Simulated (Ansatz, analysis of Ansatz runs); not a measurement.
# Migration in TiO2 (I4_1/amd): H transfer from O to O, charge +1, part 4 of 4

Wanted: path and barrier of a jump of H in TiO2 (I4_1/amd) at charge +1. The case: H transfer from O to O, in a cell of 108 host atoms with 1 H put in.

Ansatz 0.2.0; plane-wave PAW DFT, PBEsol; nudged elastic band between two relaxed defect structures at fixed charge in a uniform background.

So far: The starting structure; Relaxation of the start point, charge +1; Relaxation of the end point, charge +1; Nudged elastic band, charge +1.

## (4) Nudged elastic band, charge +1 (continued)

Track of the atom that was set to move:

| image | x (Å) | y (Å) | z (Å) | nearest neighbour | distance (Å) |
| --- | --- | --- | --- | --- | --- |
| 0 | 3.765 | -6.965 | 4.558 | O | 0.989 |
| 1 | 3.333 | -6.754 | 4.008 | O | 0.994 |
| 2 | 2.821 | -6.385 | 3.575 | O | 1.24 |
| 3 | 2.31 | -6.753 | 3.142 | O | 0.994 |
| 4 | 1.877 | -6.965 | 2.592 | O | 0.99 |

The band met its tolerance of 0.04 eV/Å after 11 iterations, with image 2 on top (the start counts as 0). H109, which moves farthest between the ends, has 1 O at 0.99 Å nearest at the start and 2 O at 1.24 Å at the top.

## (5) Single point at the top of the path, PBEsol

A single point at the top of the band gives the levels near the gap and the populations there.

This step: plane-wave PAW DFT, PBEsol; single point of a defect supercell on a structure of the PBEsol path.

qp1_c108k1s.top.probe/input.yaml

```yaml
crystal:
  lattice:
    - [0.0, -11.30637963, 0.0]
    - [11.30637963, 0.0, 0.0]
    - [-3.76879321, 3.76879321, 9.55830747]
  atoms:
    - { symbol: Ti, position: [0.00036378, -0.00076968, -8.304e-05] }
    - { symbol: Ti, position: [0.25121854, 0.08278145, 0.24963078] }
[... 36 atom lines left out ...]
    - { symbol: O, position: [0.64614005, 0.15210274, 0.45888146] }
[... 2 atom lines left out ...]
    - { symbol: O, position: [0.61908249, 0.27172455, 0.29795813] }
[... 7 atom lines left out ...]
    - { symbol: Ti, position: [0.56649846, 0.42089087, 0.22958651] }
    - { symbol: O, position: [0.6704408, 0.47656199, 0.45009469] }
    - { symbol: O, position: [0.39818431, 0.39579353, 0.20568404] }
[... 1 atom line left out ...]
    - { symbol: O, position: [0.59006411, 0.59633088, 0.28948344] }
[... 4 atom lines left out ...]
    - { symbol: O, position: [0.51055548, 0.35338479, 0.54279607] }
[... 28 atom lines left out ...]
    - { symbol: O, position: [0.73270039, 0.40605392, 0.20113792] }
[... 2 atom lines left out ...]
    - { symbol: Ti, position: [0.6627549, 0.3274958, 0.51839643] }
[... 3 atom lines left out ...]
    - { symbol: O, position: [0.84770843, 0.34168326, 0.54693864] }
[... 7 atom lines left out ...]
    - { symbol: Ti, position: [0.66886451, 0.66249791, 0.49846366] }
[... 5 atom lines left out ...]
    - { symbol: H, position: [0.68942417, 0.37419428, 0.37404246] }
total_charge: 1
basis:
  ecutwfc: 420
  xc_grid: 2
hamiltonian:
  xc: pbesol
kpoints:
  mp_grid: { grid: [1, 1, 1], shift: [0.25, 0.25, 0.25] }
scf:
  occupations: { method: fixed }
  max_iter: 100
output:
  forces: true
  eigenvalues: true
  eigenstates: { localisation: true }
  populations: true
  write_density: true
  write_potential: true
  volumetric_format: npy
  elf: true
checkpoint:
  write: "../qp1_c108k1s.top.probe.run"
  compress: false
  write_wavefunctions: false
  write_every: 100000
```

Run with:

```bash
ansatz run input.yaml --threads 32 --pin off --max-ram 84787MiB --backend cuda --events-out ev --progress --plain --runs-dir out --max-vram 78GiB
```

Numbers of over 12 decimals in the logs are rounded to 6 here.

Output:

```text
[...]
Crystal: 109 atoms, lattice volume = 1221.879 Å³
Basis set: ecut = 420 eV, 23913 PW (Γ), exchange–correlation on 160×160×150 points (8 copies of the dense FFT grid, shifted against one another)
Bands: 541, of which v1, the nominal top of the filled ones, is band 432 counted from 1 (431 counted from 0)
Symmetry: 1 space group operations
[...]
k-points: 1
[...]
SCF iter   1: F=—  HF=-129619.304814 eV  |F-HF|=—  |Δ(HF+E_count)|=         —  Δρ=1.56e-2  dr2=2.46e0  ethr=1.77e-3  ⟨swp⟩=3.0  Hψ=1742  notcnv=0  defer=103
[...]
SCF iter   6: F=—  HF=-129618.801585 eV  |F-HF|=—  |Δ(HF+E_count)|=   2.52e-5  Δρ=9.92e-5  dr2=1.27e-4  ethr=8.79e-8  ⟨swp⟩=2.0  Hψ=870  notcnv=0  defer=103
[...]
SCF iter  10: F=—  HF=-129618.805277 eV  |F-HF|=—  |Δ(HF+E_count)|=   3.61e-7  Δρ=4.99e-6  dr2=3.55e-7  ethr=1.16e-10  ⟨swp⟩=2.0  Hψ=870  notcnv=0  defer=103
[...]
SCF iter  12: F=-129618.805277 eV  HF=-129618.805277 eV  |F-HF|=2.50e-9  |Δ(HF+E_count)|=   2.18e-8  Δρ=1.56e-6  dr2=3.57e-8  ethr=1.16e-11  ⟨swp⟩=16.0  Hψ=3958  notcnv=0
SCF 1 converged in 12 iterations: F = -129618.805277 eV  dr2 = 3.57e-8
[...]
SCF converged after 12 iterations
Free energy (F): -129618.805277 eV
[...]
Internal energy: -129618.805277 eV  (E = F + TS)
E sigma→0 (E₀):  -129618.805277 eV
[...]
--- Löwdin populations: 109 sites ---
  site symbol       q [e]
     0     Ti     10.6595
     1     Ti     10.6607
  [... 39 atoms left out ...]
    41      O      6.6742
  [... 7 atoms left out ...]
    49     Ti     10.6921
    50      O      6.6737
    51      O      6.6100
  [... 1 atom left out ...]
    53      O      6.6057
  [... 4 atoms left out ...]
    58      O      6.6108
  [... 28 atoms left out ...]
    87      O      6.6291
  [... 2 atoms left out ...]
    90     Ti     10.6919
  [... 3 atoms left out ...]
    94      O      6.6286
  [... 13 atoms left out ...]
   108      H      0.6618
  spilling = 0.003460 (of n_electrons = 864.000000)
```

Elapsed: 2.7 s, on 1 × NVIDIA GB200 with 32 threads of Arm Neoverse V2, shared host; peak memory 1.5 GiB; 14 s of CPU time.

Numbers from this step:

```
free energy : -129618.8053 eV
```

From eigenstates.tsv, first k-point; energies on the run's zero. The participation number counts the atoms that a state is spread over, of 109; bands count from 0.

| spin | band | energy (eV) | occupation | participation | largest share on | share |
| --- | --- | --- | --- | --- | --- | --- |
| both | 426 | 6.987 | 2.00 | 59.2 | O108 | 0.03 |
| both | 427 | 6.990 | 2.00 | 51.7 | O28 | 0.04 |
| both | 428 | 7.019 | 2.00 | 49.4 | O107 | 0.05 |
| both | 429 | 7.120 | 2.00 | 73.4 | O63 | 0.02 |
| both | 430 | 7.181 | 2.00 | 72.8 | O51 | 0.02 |
| both | 431 | 7.242 | 2.00 | 73.7 | O107 | 0.02 |
| both | 432 | 9.760 | 0.00 | 55.4 | Ti32 | 0.03 |
| both | 433 | 9.787 | 0.00 | 54.1 | Ti38 | 0.03 |
| both | 434 | 10.108 | 0.00 | 47.4 | Ti38 | 0.03 |
| both | 435 | 10.130 | 0.00 | 42.4 | Ti103 | 0.04 |
| both | 436 | 10.152 | 0.00 | 41.9 | Ti38 | 0.06 |

Under PBEsol at one point at (¼, ¼, ¼), the highest filled state is spread over 74 of 109 atoms, and the lowest empty one, 2.52 eV above it, is spread over 55 of 109 atoms.

The distance between the highest filled and the lowest empty level goes from 2.50 eV at the start to 2.52 eV at the top.

## (6) Summary of results

```json
{
 "barrier forward": "1.57 eV",
 "barrier backward": "1.57 eV",
 "end less start": "0.00 eV",
 "hop length": "2.73 Å",
 "band iterations, as the log counts them": "11"
}
```

What this shows: The top of the band lies 1.57 eV above the start and 1.57 eV above the end, which are alike in energy and neighbours. For hydrogen, zero-point energy and tunnelling change the rate much, so no rate follows from this barrier alone. The order of the top as a saddle was not checked for all atoms, so a bent path could be lower. No image-charge correction is applied; it largely cancels along a path if the charge stays localised alike. What this leaves open: one k-point off the zone centre stands for the whole zone.

[Logs are printed without paths, hosts, clocks, repeated set-up lines and the standing remarks that a program may print on its own settings, such as how far it seeks lower states.]

[Hosts, paths, dates, database ids (printed as entryN), source tags and the programs' standing remarks are cut or masked in the printed files.]
